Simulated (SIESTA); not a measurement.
Crystal: GaP.

```
Ga P
1.0
     1.94302    1.12180    6.43081
    -1.94302    1.12180    6.43081
     0.00000   -2.24360    6.43081
Ga P
2 2
Direct
  0.56463 0.56463 0.56463
  0.43537 0.43537 0.43537
  0.94261 0.94261 0.94261
  0.05739 0.05739 0.05739
```

Measurements of this composition are mostly on another form, of space group No. 216.

Base run:

```yaml
Program: SIESTA 5.4.2
Functional: PBEsol
Potentials_or_basis: PseudoDojo 0.4 standard (PBEsol files)
Basis: DZP (energy shift 0.003 Ry; two zetas on semicore shells)
Grid_cutoff: 800 Ry
Energy_shift: 0.003 Ry
k_mesh: 8 × 8 × 8
Occupations: fermi-dirac, width 0.05 eV
Spin: no spin polarisation
```

Its results: band gap on the k mesh 0.76 eV, indirect (least direct gap 1.08 eV); pressure -2.3 GPa; largest force 0.194 eV/Å.

**Question.** The run is repeated on the same cell with these changes: functional from PBEsol to LDA; potentials or basis from PseudoDojo 0.4 standard (PBEsol files) to PseudoDojo 0.4 standard (LDA files). What comes out?

**Answer.** Band gap on the k mesh 0.74 eV, indirect (least direct gap 1.01 eV); pressure -4.4 GPa; largest force 0.223 eV/Å.

Caveats: the basis of atomic orbitals isn't converged, which shifts pressures, moduli and gaps.
